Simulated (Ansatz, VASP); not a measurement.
## MgO (vib): VASP beside Ansatz

```xyz
2
Lattice="0.0000 2.1245 2.1245 2.1245 0.0000 2.1245 2.1245 2.1245 0.0000" Properties=species:S:1:pos:R:3 pbc="T T T"
Mg    0.0000    0.0000    0.0000
O     2.1245    2.1245    2.1245
```

Alike in both runs: task relaxation of cell and atoms; functional LDA; k mesh 8 × 8 × 8; occupations gaussian, width 0.1 eV; no spin polarisation.

```csv
,VASP,Ansatz
version,VASP 6.6.1,Ansatz 0.2.0
potentials or method,"VASP PAW LDA potentials, release 64 (Mg, O)","scalar-relativistic, plane waves, PAW"
plane-wave cutoff (eV),600,420
valence electrons in the cell,8,16
```

|  | VASP | Ansatz | Ansatz less VASP |
| --- | --- | --- | --- |
| gap on the k mesh at the Fermi level, each at its own relaxed structure (eV) | 5.16 | 5.01 | -0.147 |
| relaxed volume (Å³/atom) | 8.89 | 9.02 | +0.130 |
| relaxed cell length with the largest relative difference (Å) | 2.930 | 2.944 | +0.0142 |
| energy change over the relaxation (meV/atom) | -27 | -18 | +8.6 |

The two sets of potentials don't hold the same shells in valence. Ansatz warned: «pseudo_functional_mismatch».

 LDA gaps usually lie below the measured ones, often by a third to a half. LDA usually gives volumes a few per cent too small.
